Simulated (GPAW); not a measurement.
# PtSe2 (C2/m) in GPAW: further runs

One crystal, PtSe2, is run at these levels: PBEsol+U, LDA+U; tasks: single point.

Program: GPAW 26.7.0. These are calculated values, not measurements. Logs are shortened: lines on timing, memory, paths and dates and some standing lists are left out, and cuts for length are marked. The log counts tension as positive stress, the text compression.

## 1. Starting point

The structure is monoclinic, space group C2/m (No. 12). The conventional cell has a = 6.560 Å, b = 4.022 Å, c = 4.626 Å, α = 90.00°, β = 90.04°, γ = 90.00°. Pt (site symmetry 2/m) has 6 Se at 2.45 to 2.71 Å as nearest neighbours. Se (site symmetry m) is surrounded by 3 Pt at 2.45 to 2.71 Å.

The cell was built by a generator and isn't the measured one.

## 2. Single point, PBEsol+U, collinear spin, ferromagnetic start

Contents of run.py:

```python
from ase.dft.bandgap import bandgap
from ase.io import read, write
from ase.units import GPa
from gpaw import GPAW, PW, setup_paths

setup_paths.insert(0, '.')

atoms = read('POSCAR')
atoms.set_initial_magnetic_moments([0.5, 0.0, 0.0])

calc = GPAW(mode=PW(600),
            xc='PBEsol',
            kpts={'size': (6, 6, 4), 'gamma': True},
            occupations={'name': 'methfessel-paxton', 'order': 0, 'width': 0.05},
            setups={'Pt': ':d,6.0'},
            nbands=26,
            convergence={'density': 1e-05, 'energy': 1e-05},
            maxiter=150,
            txt='gpaw.txt')
atoms.calc = calc
energy = atoms.get_potential_energy()
forces = atoms.get_forces()
stress = atoms.get_stress()
calc.write('gs.gpw')
write('result.traj', atoms)
print(f'Energy: {energy:.6f} eV')
print('Forces (eV/A):')
print(forces.round(4))
print('Stress (GPa):', (stress / GPa).round(3))
print('Moments:', calc.get_magnetic_moments().round(3))
print('Fermi level:', round(calc.get_fermi_level(), 4), 'eV')
print(f'Gap: {bandgap(calc)[0]:.4f} eV, direct: {bandgap(calc, direct=True)[0]:.4f} eV')
```

Contents of POSCAR:

```
PtSe2
1.0
    3.2802082100     -2.0108328800      0.0000000000
    3.2802082100      2.0108328800      0.0000000000
   -0.0032294100      0.0000000000      4.6257814300
Pt Se
1 2
Direct
    0.0000000000      0.0000000000      0.0000000000
    0.6879000000      0.6879000000      0.2889000000
    0.3121000000      0.3121000000      0.7111000000
```

Potentials or basis: PAW data sets generated in the run's folder for this functional, pw.

Command:

```bash
$ gpaw-setup -f PBEsol Pt Se
$ OMP_NUM_THREADS=1 python run.py
```

gpaw.txt:

```text
__  _  _
 | _ |_)|_||  |
 |__||  | ||/\| - 26.7.0

Input parameters:
  mode=PW(ecut=600.0),
  convergence={'density': 1e-05, 'energy': 1e-05},
  kpts=MonkhorstPack(size=(6, 6, 4), gamma=True),
  maxiter=150,
  nbands=26,
  occupations=Occupations(name='methfessel-paxton', order=0, width=0.05),
  setups={'Pt': ':d,6.0'},
  xc=XC(name='PBEsol')

Diagonalizing LCAO Hamiltonian
Converting LCAO to pw mode

            Se

                  Se

       Pt

Atoms  # Å, Bohr magnetons
|   | symbol |        x |         y |        z |    initial magnetic moments |
|---|--------|----------|-----------|----------|-----------------------------|
| 0 |     Pt | 0.000000 |  0.000000 | 0.000000 | ( 0.0000,  0.0000,  0.5000) |
| 1 |     Se | 4.511977 | -0.000000 | 1.336388 | ( 0.0000,  0.0000,  0.0000) |
| 2 |     Se | 2.045210 | -0.000000 | 3.289393 | ( 0.0000,  0.0000,  0.0000) |

Unit cell  # Å
| periodic |         x |         y |        z |  lengths |    angles |
|----------|-----------|-----------|----------|----------|-----------|
|      yes |  3.280208 | -2.010833 | 0.000000 | 3.847495 | 90.034102 |
|      yes |  3.280208 |  2.010833 | 0.000000 | 3.847495 | 90.034102 |
|      yes | -0.003229 |  0.000000 | 4.625781 | 4.625783 | 63.018251 |

Number of symmetries: 4
Symmetry operations  # r_c * U_cc + t_c -> r_c
|   | kind |            matrix            |
|---|------|------------------------------|
| 0 |  E   |  1, 0, 0,  0, 1, 0,  0, 0, 1 |
| 1 |  σ   |  0, 1, 0,  1, 0, 0,  0, 0, 1 |
| 2 |  C2  |  0,-1, 0, -1, 0, 0,  0, 0,-1 |
| 3 |  i   | -1, 0, 0,  0,-1, 0,  0, 0,-1 |

BZ-sampling:
  Number of BZ points: 144
  Number of IBZ points: 47

  Monkhorst-Pack size: [6, 6, 4]
  Monkhorst-Pack shift: [0.08333333333333333, 0.08333333333333333, 0.125]

K-points  # in reciprocal-cell coordinates
|     |                                coordinates |     weight |
|-----|--------------------------------------------|------------|
|   0 | (  0.00000000,   0.00000000,   0.00000000) | 0.00694444 |
|   1 | (  0.00000000,   0.00000000,   0.25000000) | 0.01388889 |
|   2 | (  0.00000000,   0.00000000,   0.50000000) | 0.00694444 |
|   3 | (  0.16666667,  -0.16666667,   0.00000000) | 0.01388889 |
|   4 | (  0.16666667,  -0.16666667,   0.25000000) | 0.02777778 |
|   5 | (  0.16666667,  -0.16666667,   0.50000000) | 0.01388889 |
|   6 | (  0.16666667,   0.00000000,  -0.25000000) | 0.02777778 |
|   7 | (  0.16666667,   0.00000000,   0.00000000) | 0.02777778 |
|   8 | (  0.16666667,   0.00000000,   0.25000000) | 0.02777778 |
|   9 | (  0.16666667,   0.00000000,   0.50000000) | 0.02777778 |
| ... |                                            |            |
|  46 | (  0.50000000,   0.50000000,   0.50000000) | 0.00694444 |

Plane wave coefficients: 2054
Cutoff: 600.0 eV

Spin-components: 2 (collinear spins)
Bands:           26
Projectors:      16
Spin-degeneracy: 1
Datatype:        complex128

Parallelization:
  kpt:    1
  domain: 1
  band:   1

Density:
  Valence electrons: 28.0
  Components: 2
  Grid points: [24 24 27]
  Charge: 0.0  # |e|

Potential:
  Grid points: [24 24 27]

species:
  Pt:
    name:    Platinum
    Z:       78.0
    valence: 16
    core:    62
    charge:  0.0  # [|e|]
    Hubbard: {U: 6.0,  # eV
              l: 2,
              scale: True}
    compensation charges:
      type: gauss
      rc: 0.41  # [Å]
      lmax: 2
    cutoffs:
      filter: 2.26  # [Å]
      core: 2.26  # [Å]
    projectors
    | kind |    occ | energy [eV] | rcut [Å] |
    |------|--------|-------------|----------|
    |   6s |  1.000 |      -5.666 |    1.307 |
    |   5p |  6.000 |     -56.073 |    1.371 |
    |   6p |  0.000 |      -0.783 |    1.371 |
    |   5d |  9.000 |      -6.179 |    1.307 |
    |    s |        |      21.545 |    1.307 |
    |    d |        |      21.032 |    1.307 |

    Using partial waves for Pt as LCAO basis

  Se:
    name:    Selenium
    Z:       34.0
    valence: 6
    core:    28
    charge:  0.0  # [|e|]
    compensation charges:
      type: gauss
      rc: 0.27  # [Å]
      lmax: 2
    cutoffs:
      filter: 1.77  # [Å]
      core: 2.67  # [Å]
    projectors
    | kind |    occ | energy [eV] | rcut [Å] |
    |------|--------|-------------|----------|
    |   4s |  2.000 |     -17.281 |    0.847 |
    |   4p |  4.000 |      -6.511 |    1.005 |
    |    s |        |       9.930 |    0.847 |
    |    p |        |      20.700 |    1.005 |
    |    d |        |       0.000 |    0.847 |

    Using partial waves for Se as LCAO basis

Reference energy: -632352.254211  # eV

eigensolver:
  PPCG
  Converge bands: occupied
  niter=2

density mixing:
  MSR1-Mixer
  Pratt-step length: 0.05
  Maximum mixing coefficient: 0.75
  Old densities: 10
  SVD Regularization: 0.005
  Good broyden scale: 1.0
  Trust region scale: 1.0
  Backstep threshold: 4.0
  History deletion threshold: 6.0
  Fourier metric: weight=20.0, sigma=0.015

occupation numbers:
  Methfessel-Paxton:
    width: 0.0500  # eV
    order: 0

poisson solver:
  ecut: 4800.0  # eV

xc functional:
  name: PBEsol with 2 nearest neighbor stencil

convergence criteria:
- Maximum integral of absolute [dens]ity change: 1e-05 electrons / valence electron
- Maximum [total energy] change in last 3 cyles: 1e-05 eV / valence electron
- Maximum integral of absolute [eigenst]ate change: 4e-08 eV^2 / valence electron
maximum number of iterations: 150

SCF iterations
|iter     | |      energy | eigst |  dens |  magmom |
|---------|-|-------------|-------|-------|---------|
|iter:   1| |  -13.466657 | +0.13 |       |  +0.4989|
|iter:   2| |  -13.444706 | -2.27 | -1.20 |  +0.4779|
|iter:   3| |  -13.478664 | -2.14 | -1.24 |  +0.2513|
|iter:   4| |  -13.543132 | -2.67 | -1.64 |  +0.1078|
|iter:   5| |  -13.557881 | -4.04 | -2.13 |  +0.0701|
|iter:   6| |  -13.566971 | -3.68 | -2.24 |  +0.0174|
|iter:   7| |  -13.568364 | -4.89 | -2.84 |  +0.0059|
|iter:   8| |  -13.568785 | -5.15 | -3.05 |  +0.0003|
|iter:   9| |  -13.568941 | -5.87 | -3.16 |  +0.0036|
|iter:  10| |  -13.569056c| -5.76 | -3.38 |  +0.0039|
|iter:  11| |  -13.569099c| -5.94 | -3.62 |  +0.0022|
|iter:  12| |  -13.569106c| -6.93 | -3.93 |  +0.0006|
|iter:  13| |  -13.569107c| -7.79c| -4.28 |  +0.0002|
|iter:  14| |  -13.569107c| -7.98c| -4.69 |  +0.0002|
|iter:  15| |  -13.569107c| -7.68c| -5.04c|  +0.0001|

Converged in 15 steps
Energy contributions relative to reference atoms: (reference = -632352.254211)

Energy contributions:
  Kinetic:          16.989146
  Coulomb:         -16.223011
  Zero:             -1.042386
  External:          0.000000
  Xc:              -13.292271
  Entropy:          -0.001168
  Spinorbit:         0.000000
  ----------------------------
  Free energy:     -13.569691
  Extrapolated:    -13.569107

dipole moment: (-22.002628, -0.000000, -15.521800)  # |e|*Ang

Total magnetic moment: (0.000000, 0.000000, 0.000068)

Local magnetic moments
|        x |        y |         z |
|----------|----------|-----------|
| 0.000000 | 0.000000 | -0.000033 |  # Pt   0
| 0.000000 | 0.000000 |  0.000026 |  # Se   1
| 0.000000 | 0.000000 |  0.000026 |  # Se   2

Fermi level: 7.473
Eigenvalues  # (at kpt = [0.000, 0.000, 0.000])
| band index |      eig [eV] | occ [0-1] |      eig [eV] | occ [0-1] |
|------------|---------------|-----------|---------------|-----------|
|          0 |       -43.760 |     1.000 |       -43.760 |     1.000 |
|        ... |               |           |               |           |
|          6 |         1.419 |     1.000 |         1.419 |     1.000 |
|          7 |         1.972 |     1.000 |         1.972 |     1.000 |
|          8 |         2.958 |     1.000 |         2.958 |     1.000 |
|          9 |         3.097 |     1.000 |         3.097 |     1.000 |
|         10 |         4.512 |     1.000 |         4.512 |     1.000 |
|         11 |         6.543 |     1.000 |         6.543 |     1.000 |
|         12 |         7.202 |     1.000 |         7.202 |     1.000 |
|         13 |         7.365 |     0.999 |         7.365 |     0.999 |
|         14 |         8.256 |     0.000 |         8.256 |     0.000 |
|         15 |         8.561 |     0.000 |         8.561 |     0.000 |
|         16 |        11.377 |     0.000 |        11.377 |     0.000 |
|         17 |        11.585 |     0.000 |        11.585 |     0.000 |
|         18 |        14.087 |     0.000 |        14.087 |     0.000 |
|         19 |        16.485 |     0.000 |        16.485 |     0.000 |
|         20 |        18.512 |     0.000 |        18.512 |     0.000 |
|         21 |        18.949 |     0.000 |        18.949 |     0.000 |
|        ... |               |           |               |           |
|         25 |        20.655 |     0.000 |        20.655 |     0.000 |

No gap
No difference between direct/indirect transitions

Forces  # eV/Ang
|        x |       y |        z |
|----------|---------|----------|
|  0.00000 | 0.00000 |  0.00000 |  # Pt   0
| -0.51345 | 0.00000 | -0.71407 |  # Se   1
|  0.51345 | 0.00000 |  0.71407 |  # Se   2

Stress tensor  # eV/Ang^3
|        x |         y |         z |
|----------|-----------|-----------|
| 0.028003 |  0.000000 |  0.032072 |
| 0.000000 |  0.084920 | -0.000000 |
| 0.032072 | -0.000000 |  0.030812 |

# Writing to gs.gpw (mode='')
```

Wall time 2.4 min (1 thread of Arm Neoverse V1, shared host); peak memory 0.26 GiB.

What came out:

```
Free energy            : -13.5697 eV
Pressure               : -7.7 GPa
Largest force          : 0.880 eV/Å
Band gap on the k mesh : none (metal or under the smearing width)
Net moment             : 0.00 μB per cell
```

Forces on the atoms (eV/Å):
```
Pt   0.000  0.000  0.000
Se  -0.513  0.000 -0.714
Se   0.513  0.000  0.714
```

## 3. Single point, LDA+U, collinear spin, ferromagnetic start

Changes to run.py since step 2:

```diff
@@ -3,5 +3,3 @@
 from ase.units import GPa
-from gpaw import GPAW, PW, setup_paths
-
-setup_paths.insert(0, '.')
+from gpaw import GPAW, PW
 
@@ -11,6 +9,6 @@
 calc = GPAW(mode=PW(600),
-            xc='PBEsol',
+            xc='LDA',
             kpts={'size': (6, 6, 4), 'gamma': True},
             occupations={'name': 'methfessel-paxton', 'order': 0, 'width': 0.05},
-            setups={'Pt': ':d,6.0'},
+            setups={'Pt': ':d,8.0'},
             nbands=26,
```

POSCAR is that of step 2.

Potentials or basis: the program's PAW data sets (release 1.2.1) made for this functional, pw.

Command:

```bash
$ OMP_NUM_THREADS=1 python run.py
```

Wall time 3.7 min (1 thread of Arm Neoverse V1, shared host); peak memory 0.26 GiB.

The run converged. Its results:

```
Free energy            : -14.3652 eV
Pressure               : -10.2 GPa
Largest force          : 0.789 eV/Å
Band gap on the k mesh : none (metal or under the smearing width)
Net moment             : 0.00 μB per cell
```

Forces on the atoms (eV/Å):
```
Pt   0.000  0.000  0.000
Se  -0.294  0.000 -0.733
Se   0.294  0.000  0.733
```

Stress tensor (GPa, compression positive):
```
 -7.72   0.00  -4.39
  0.00 -15.36   0.00
 -4.39   0.00  -7.57
```

Levels at points of the mesh, in eV from the Fermi level:
Spin up:
```
           k point  band 11  band 12  band 13  band 14  band 15  band 16  band 17  band 18
(0.00, 0.00, 0.00)    -3.21    -0.85    -0.43    -0.05     0.81     1.15     4.03     4.15
(0.00, 0.00, 0.50)    -2.39    -2.07    -2.07    -1.38     1.88     2.52     5.66     7.05
(0.50, 0.00, 0.00)    -3.45    -3.18    -3.10    -2.27    -0.08     2.71     5.78     7.19
(0.50, 0.00, 0.50)    -4.15    -3.47    -1.57     0.06     0.10     1.87     5.16     5.23
(0.50, 0.50, 0.00)    -3.84    -3.54    -2.60    -2.07     1.20     2.09     5.18     6.19
(0.50, 0.50, 0.50)    -4.27    -3.62    -1.74    -1.26    -0.77     1.33     6.31     6.32
```
Spin down:
```tsv
k point	band 10	band 11	band 12	band 13	band 14	band 15	band 16	band 17	band 18	band 19
(0.00, 0.00, 0.00)	-4.87	-3.21	-0.85	-0.43	-0.05	0.81	1.15	4.03	4.15	6.76
(0.00, 0.00, 0.50)	-4.88	-2.39	-2.07	-2.07	-1.38	1.88	2.52	5.66	7.05	7.09
(0.50, 0.00, 0.00)	-4.35	-3.45	-3.18	-3.10	-2.27	-0.08	2.72	5.78	7.19	7.46
(0.50, 0.00, 0.50)	-4.87	-4.15	-3.47	-1.57	0.06	0.11	1.87	5.16	5.23	8.68
(0.50, 0.50, 0.00)	-4.71	-3.84	-3.54	-2.60	-2.07	1.20	2.09	5.18	6.19	6.28
(0.50, 0.50, 0.50)	-4.83	-4.27	-3.62	-1.74	-1.26	-0.77	1.33	6.31	6.32	9.34
```
